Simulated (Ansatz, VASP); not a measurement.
**One calculation of HfN, two programs**

```
Hf N
1.0
     0.00000    2.27094    2.27094
     2.27094    0.00000    2.27094
     2.27094    2.27094    0.00000
Hf N
1 1
Direct
  0.00000 0.00000 0.00000
  0.50000 0.50000 0.50000
```

Change from the starting cell: volume scaled by 1.02.

Alike in both runs: task single point; functional PBE; k mesh 10 × 10 × 10; occupations fermi-dirac, width 0.05 eV; no spin polarisation.

|  | VASP | Ansatz |
| --- | --- | --- |
| version | VASP 6.6.1 | Ansatz 0.2.0 |
| potentials or method | VASP PAW PBE potentials, release 64 (Hf_pv, N) | Ansatz PAW |
| plane-wave cutoff (eV) | 520 | 420 |
| valence electrons in the cell | 15 | 31 |

Ansatz gave:

| Quantity | Value |
| --- | --- |
| gap on the k mesh at the Fermi level (eV) | none |
| pressure (GPa) | 1.1 |

Question: What did VASP give for the same quantities?

Answer: gap on the k mesh at the Fermi level (eV): none; pressure (GPa): -1.3.

A gap of «none» marks a metal or a gap that the smearing closes. The two sets of potentials don't hold the same shells in valence.

Caveats: the pressure holds a Pulay correction of +0.5 GPa for the finite cutoff (Ansatz). The runs have no spin-orbit coupling, so splittings on Hf are missing.
